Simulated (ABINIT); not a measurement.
# Hf (Im-3m) in ABINIT: convergence with smearing width

Aim: find how far smearing width must go before the results for Hf settle, at PBE. This setting moves, with any that are tied to it; all else stays.

Everything below comes from runs of ABINIT 10.8.3 (patched build). Logs are shortened: lines on timing, memory, paths and dates and some standing lists are left out, and cuts for length are marked. The log counts tension as positive stress, the text compression.

### Step 1. The crystal as given

Symmetry: Im-3m, No. 229, cubic system. Conventional cell: a = 3.610 Å, b = 3.610 Å, c = 3.610 Å, α = 90.00°, β = 90.00°, γ = 90.00°. Hf (site symmetry m-3m) is surrounded by 8 Hf at 3.13 Å.

This isn't the form of Hf at room conditions, which is hcp.

### Step 2. With smearing width 0.272 eV

File run.abi:

```
# Pseudopotentials
pp_dirpath "./"
pseudos "Hf.GGA_PBE-JTH.xml"

# Structure
acell 5.9079484967 5.9079484967 5.9079484967
rprim
    -0.5773502692     0.5773502692     0.5773502692
     0.5773502692    -0.5773502692     0.5773502692
     0.5773502692     0.5773502692    -0.5773502692
ntypat 1
znucl 72
natom 1
typat 1
xred
     0.0000000000     0.0000000000     0.0000000000

# Plane-wave basis
ecut 19.0
pawecutdg 38.0
pawxcdev 0

# k points
kptopt 1
ngkpt 10 10 10
nshiftk 1
shiftk 0.0 0.0 0.0

# Exchange and correlation
ixc 11

# Bands and occupations
nband 10
occopt 4
tsmear 0.272 eV

# SCF cycle
nstep 100
tolvrs 1.0e-9

# Output
iomode 3
prtwf 0
prtden 0
prteig 0
prtebands 0
```

Potentials or basis: JTH PAW PBE v2.0.

Launch:

```console
$ abinit run.abi > log 2>&1
```

It took 4.8 s on 1 thread of Intel Xeon 6975P-C (Granite Rapids), shared host; peak memory 0.1 GiB.

It converged, with:

```yaml
Free_energy: -1361.3263 eV
Pressure: -5.0 GPa
Band_gap_on_the_k_mesh: none (metal or under the smearing width)
Valence_electrons_inside_the_program's_atomic_spheres: Hf 9.42 (radii [1.2759] Å)
```

### Step 3. With smearing width 0.2 eV

Changes to run.abi since step 2:

```diff
@@ -34,3 +34,3 @@
 occopt 4
-tsmear 0.272 eV
+tsmear 0.2 eV
```

Potentials or basis: JTH PAW PBE v2.0.

Launch:

```console
$ abinit run.abi > log 2>&1
```

Run time: 5.1 s. Hardware: 1 thread of Intel Xeon 6975P-C (Granite Rapids), shared host; peak memory 0.1 GiB.

Results (log left out):

- Free energy: -1361.3278 eV
- Pressure: -5.0 GPa
- Band gap on the k mesh: none (metal or under the smearing width)
- Valence electrons inside the program's atomic spheres: Hf 9.42 (radii [1.2759] Å)

### Step 4. With smearing width 0.136 eV

Changes to run.abi since step 3:

```diff
@@ -34,3 +34,3 @@
 occopt 4
-tsmear 0.2 eV
+tsmear 0.136 eV
```

Launch:

```console
$ abinit run.abi > log 2>&1
```

It took 4.9 s on 1 thread of Intel Xeon 6975P-C (Granite Rapids), shared host; peak memory 0.1 GiB.

Results (log left out):

```
Free energy                                           : -1361.3290 eV
Pressure                                              : -5.1 GPa
Band gap on the k mesh                                : none (metal or under the smearing width)
Valence electrons inside the program's atomic spheres : Hf 9.42 (radii [1.2759] Å)
```

### Step 5. With smearing width 0.1 eV

Changes to run.abi since step 4:

```diff
@@ -34,3 +34,3 @@
 occopt 4
-tsmear 0.136 eV
+tsmear 0.1 eV
```

Launch:

```console
$ abinit run.abi > log 2>&1
```

It took 5.2 s on 1 thread of Intel Xeon 6975P-C (Granite Rapids), shared host; peak memory 0.1 GiB.

It converged, with:

- Free energy: -1361.3295 eV
- Pressure: -5.2 GPa
- Band gap on the k mesh: none (metal or under the smearing width)
- Valence electrons inside the program's atomic spheres: Hf 9.42 (radii [1.2759] Å)

### Step 6. With smearing width 0.05 eV

Changes to run.abi since step 5:

```diff
@@ -34,3 +34,3 @@
 occopt 4
-tsmear 0.1 eV
+tsmear 0.05 eV
```

Potentials or basis: JTH PAW PBE v2.0.

Launch:

```console
$ abinit run.abi > log 2>&1
```

Wall time 5 s (1 thread of Intel Xeon 6975P-C (Granite Rapids), shared host); peak memory 0.1 GiB.

Results (log left out):

- Free energy: -1361.3296 eV
- Pressure: -5.1 GPa
- Band gap on the k mesh: none (metal or under the smearing width)
- Valence electrons inside the program's atomic spheres: Hf 9.42 (radii [1.2759] Å)

### Step 7. With smearing width 0.025 eV

Changes to run.abi since step 6:

```diff
@@ -34,3 +34,3 @@
 occopt 4
-tsmear 0.05 eV
+tsmear 0.025 eV
```

Launch:

```console
$ abinit run.abi > log 2>&1
```

It took 5.3 s on 1 thread of Intel Xeon 6975P-C (Granite Rapids), shared host; peak memory 0.1 GiB.

It converged, with:

- Free energy: -1361.3294 eV
- Pressure: -5.1 GPa
- Band gap on the k mesh: none (metal or under the smearing width)
- Valence electrons inside the program's atomic spheres: Hf 9.42 (radii [1.2759] Å)

### Step 8. With smearing width 0.01 eV

Changes to run.abi since step 7:

```diff
@@ -34,3 +34,3 @@
 occopt 4
-tsmear 0.025 eV
+tsmear 0.01 eV
```

Potentials or basis: JTH PAW PBE v2.0.

Launch:

```console
$ abinit run.abi > log 2>&1
```

run.abo:

```text
.Version 10.8.3 of ABINIT
 Symmetries : space group Im -3 m (#229); Bravais cI (body-center cubic)
================================================================================
 Values of the parameters that define the memory need of the present run
     intxc =       0    ionmov =       0      iscf =      17    lmnmax =      18
     lnmax =       6     mgfft =      24  mpssoang =       3    mqgrid =    3001
     natom =       1  nloc_mem =       2    nspden =       1   nspinor =       1
    nsppol =       1      nsym =      48    n1xccc =       1    ntypat =       1
    occopt =       4   xclevel =       2
       mpw =         642          nfft =       13824          nkpt =          47
 PAW method is used; the additional fine FFT grid is defined by:
   mgfftf=        36    nfftf =     46656
================================================================================
================================================================================

--------------------------------------------------------------------------------
------------- Echo of variables that govern the present computation ------------
--------------------------------------------------------------------------------
 -outvars: echo values of preprocessed input variables --------
            acell      5.9079484967E+00  5.9079484967E+00  5.9079484967E+00 Bohr
              amu      1.78490000E+02
             ecut      1.90000000E+01 Hartree
              ixc          11
         kptrlatt       10    0    0      0   10    0      0    0   10
          kptrlen      5.90794850E+01
            natom           1
            nband          10
            ngfft          24      24      24
          ngfftdg          36      36      36
             nkpt          47
            nstep         100
             nsym          48
           ntypat           1
           occopt           4
        pawecutdg      3.80000000E+01 Hartree
         pawxcdev           0
           prtden           0
        prtebands           0
           prteig           0
[... 145 lines left out ...]
   2.00000    2.00000    2.00000    2.00000    2.00000    0.00000    0.00000    0.00000
   0.00000    0.00000
 prteigrs : prtvol=0 or 1, do not print more k-points.

--- !EnergyTerms
iteration_state     : {dtset: 1, }
comment             : Components of total free energy in Hartree
kinetic             :  5.30464501371831E+00
hartree             :  6.50926997244592E+00
xc                  : -8.99552994351318E+00
Ewald energy        : -3.84092956443743E+01
psp_core            :  7.01738353163215E+00
local_psp           : -1.48456081743237E+00
PAW spherical_terms : -1.99698287673579E+01
internal            : -5.00279166548814E+01
'-kT*entropy'       : -4.29135290008672E-06
total_energy        : -5.00279209462343E+01
total_energy_eV     : -1.36132907995139E+03
...

--- !EnergyTermsDC
iteration_state     : {dtset: 1, }
comment             : '"Double-counting" decomposition of free energy'
band_energy         : -1.23456744733750E+01
Ewald energy        : -3.84092956443743E+01
psp_core            :  7.01738353163215E+00
xc_dc               : -1.16277266397363E+01
PAW spherical_terms :  5.33739246470709E+00
internal            : -5.00279207611464E+01
'-kT*entropy'       : -4.29135290008672E-06
total_energy_dc     : -5.00279250524993E+01
total_energy_dc_eV  : -1.36132919168855E+03
...

--- !EnergyTermsWithPAWCore
iteration_state     : {dtset: 1, }
comment             : 'Components of total free energy, including PAW core contributions'
Total energy        : -1.50784785912057E+04
Total energy DC     : -1.50784785953120E+04
Total energy (eV)   : -4.10306304947055E+05
Total energy DC (eV): -4.10306305058792E+05
...

 Cartesian components of stress tensor (hartree/bohr^3)
  sigma(1 1)=  1.72387454E-04  sigma(3 2)=  0.00000000E+00
  sigma(2 2)=  1.72387454E-04  sigma(3 1)=  0.00000000E+00
  sigma(3 3)=  1.72387454E-04  sigma(2 1)=  0.00000000E+00

-Cartesian components of stress tensor (GPa)         [Pressure= -5.0718E+00 GPa]
- sigma(1 1)=  5.07181400E+00  sigma(3 2)=  0.00000000E+00
- sigma(2 2)=  5.07181400E+00  sigma(3 1)=  0.00000000E+00
- sigma(3 3)=  5.07181400E+00  sigma(2 1)=  0.00000000E+00

== END DATASET(S) ==============================================================
================================================================================

 -outvars: echo values of variables after computation  --------
            acell      5.9079484967E+00  5.9079484967E+00  5.9079484967E+00 Bohr
           etotal     -5.0027925052E+01
            fcart     -0.0000000000E+00 -0.0000000000E+00 -0.0000000000E+00
            rprim     -5.7735026920E-01  5.7735026920E-01  5.7735026920E-01
                       5.7735026920E-01 -5.7735026920E-01  5.7735026920E-01
                       5.7735026920E-01  5.7735026920E-01 -5.7735026920E-01
           strten      1.7238745409E-04  1.7238745409E-04  1.7238745409E-04
                       0.0000000000E+00  0.0000000000E+00  0.0000000000E+00
 Calculation completed.
```

Run time: 5.2 s. Hardware: 1 thread of Intel Xeon 6975P-C (Granite Rapids), shared host; peak memory 0.1 GiB.

Results:

| Item | Value |
| --- | --- |
| Free energy | -1361.3292 eV |
| Pressure | -5.1 GPa |
| Band gap on the k mesh | none (metal or under the smearing width) |
| Valence electrons inside the program's atomic spheres | Hf 9.42 (radii [1.2759] Å) |

### Step 9. Result

```tsv
smearing width	energy less the tightest run (meV/atom)	pressure (GPa)	SCF cycles	CPU time (s)	peak memory (GiB)
0.272 eV	2.90	-4.99	9	4.8	0.1
0.2 eV	1.38	-5.03	9	5.1	0.1
0.136 eV	0.22	-5.15	9	4.9	0.1
0.1 eV	-0.27	-5.19	10	5.2	0.1
0.05 eV	-0.39	-5.07	9	4.9	0.1
0.025 eV	-0.18	-5.07	10	5.2	0.1
0.01 eV	0.00	-5.07	10	5.2	0.1
```

Against the tightest run, the energy stays within 1 meV/atom from 0.136 eV on; the pressure stays within 0.1 GPa from 0.05 eV on. Narrower smearing needs a denser k mesh, so at a fixed mesh the narrowest width isn't the most accurate. The tightest run that finished is the yardstick and may itself not be fully converged.
